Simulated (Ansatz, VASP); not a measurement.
## One calculation of Zr, two programs

```
Zr
1.0
     3.17732    0.00000    0.00000
    -1.58866    2.75164    0.00000
     0.00000    0.00000    5.12704
Zr
2
Cartesian
  0.0000 1.8344 1.2818
  1.5887 0.9172 3.8453
```

Alike in both runs: functional PBEsol; k mesh 6 × 6 × 4; occupations gaussian, width 0.1 eV; no spin polarisation.

Ansatz relaxed the structure, and its values are those at the end. VASP's run is a single point on that final structure, the one shown.

```csv
,VASP,Ansatz
version,VASP 6.6.1,Ansatz 0.2.0
potentials or method,"VASP PAW PBE potentials, release 64 (Zr_sv)","scalar-relativistic, plane waves, PAW"
plane-wave cutoff (eV),520,420
valence electrons in the cell,24,24
```

|  | VASP | Ansatz | Ansatz less VASP |
| --- | --- | --- | --- |
| gap on the k mesh at the Fermi level (eV) | none | none | - |
| pressure (GPa) | 0.1 | 0.0 | -0.06 |

A gap of «none» marks a metal or a gap that the smearing closes.

Caveats: the k mesh is coarse (spacing up to 0.38 Å⁻¹), so the values aren't converged; the PAW data sets were made with another functional, which shifts forces and pressure a little (VASP).
